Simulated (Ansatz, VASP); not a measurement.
# Two plane-wave programs on Ge

```
Ge
1.0
     2.71047    0.05421    0.00000
     0.05421    2.71047    0.00000
     0.00000    0.00000    2.71047
Ge
1
Direct
  0.00000 0.00000 0.00000
```

Change from the starting cell: strain = 0.04.

Alike in both runs: task single point; functional PBE; k mesh 10 × 10 × 10; occupations fermi-dirac, width 0.05 eV; no spin polarisation.

|  | VASP | Ansatz |
| --- | --- | --- |
| version | VASP 6.6.1 | Ansatz 0.2.0 |
| potentials or method | VASP PAW PBE potentials, release 64 (Ge_d) | Ansatz PAW |
| plane-wave cutoff (eV) | 520 | 420 |
| valence electrons in the cell | 14 | 14 |

Ansatz gave:

```
gap on the k mesh at the Fermi level (eV)       : none
pressure (GPa)                                  : -0.4
largest component of the traceless stress (GPa) : 0.79
```

Which values does VASP return?

gap on the k mesh at the Fermi level (eV): none; pressure (GPa): -0.5; largest component of the traceless stress (GPa): 0.79.

A gap of «none» marks a metal or a gap that the smearing closes.
